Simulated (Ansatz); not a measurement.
# Ca: a trial structure relaxed

Aim: relax a trial structure of Ca and see where it ends.

Method: DFT PBE, scalar-relativistic, plane waves, PAW, in Ansatz 0.2.0.

### Step 1. Starting point

It takes space group P6_3/mmc (No. 194, hexagonal). Conventional cell: a = 3.964 Å, b = 3.964 Å, c = 19.238 Å, α = 90.00°, β = 90.00°, γ = 120.00°. Ca (site symmetry 3m) is surrounded by 12 Ca at 3.92 to 3.96 Å. Around Ca (site symmetry -6m2) lie 12 Ca at 3.95 to 3.96 Å.

Coordinates:

```cif
data_structure
_symmetry_space_group_name_H-M 'P 1'
_symmetry_Int_Tables_number 1
_cell_length_a 3.9640
_cell_length_b 3.9640
_cell_length_c 19.2377
_cell_angle_alpha 90.000
_cell_angle_beta 90.000
_cell_angle_gamma 120.000
_cell_volume 261.79
loop_
_atom_site_label
_atom_site_type_symbol
_atom_site_fract_x
_atom_site_fract_y
_atom_site_fract_z
_atom_site_occupancy
Ca1 Ca 0.66667 0.33333 0.91724 1
Ca2 Ca 0.00000 0.00000 0.25000 1
Ca3 Ca 0.66667 0.33333 0.58276 1
Ca4 Ca 0.33333 0.66667 0.41724 1
Ca5 Ca 0.00000 0.00000 0.75000 1
Ca6 Ca 0.33333 0.66667 0.08276 1
```

The cell is invented: one element on all sites of the Tb type (P6_3/mmc, No. 194). Its size is a rough estimate.

### Step 2. Probe: one point on a coarse mesh

Contents of input.yaml:

```yaml
crystal:
  lattice:
    - [3.9640158, 0.0, 0.0]
    - [-1.9820079, 3.43293839, 0.0]
    - [0.0, 0.0, 19.23766254]
  atoms:
    - { symbol: Ca, position: [0.66666667, 0.33333333, 0.91723859] }
    - { symbol: Ca, position: [0.0, 0.0, 0.25] }
    - { symbol: Ca, position: [0.66666667, 0.33333333, 0.58276141] }
    - { symbol: Ca, position: [0.33333333, 0.66666667, 0.41723859] }
    - { symbol: Ca, position: [0.0, 0.0, 0.75] }
    - { symbol: Ca, position: [0.33333333, 0.66666667, 0.08276141] }
basis:
  ecutwfc: 420
kpoints:
  mp_grid: { grid: [6, 6, 1] }
hamiltonian:
  xc: pbe
scf:
  occupations: { method: gaussian, width: 0.1 }
  lower_state_search: "off"
output:
  forces: true
  stress: true
  eigenvalues: true
```

Command:

```bash
ansatz run input.yaml --threads 1 --pin off --max-ram 2560MiB --backend cpu --events-out ev --progress --plain --runs-dir out
```

The session goes on with these runs: relaxation on the finer mesh.

What does the calculation give? Wanted: conventional cell; volume; energy over the standard state; gap on the mesh.

**Answer**, as computed:

```
                              quantity                                                                        value
symmetry at the end (tolerance 0.05 Å)                                               space group P6_3/mmc (No. 194)
                     conventional cell  a = 3.900 Å, b = 3.900 Å, c = 19.234 Å, α = 90.00°, β = 90.00°, γ = 120.00°
                                volume                                                                42.23 Å³/atom
        energy over the standard state                                                                 0.00 eV/atom
                       gap on the mesh                                                                 none (metal)
```

**Reading.** The space group P6_3/mmc (No. 194) is kept, and the volume per atom shrinks by 3.2 % from the first guess. It is level with the element's standard state within the noise. No finished test with a distortion of lower symmetry is shown, so the end may be a saddle point.
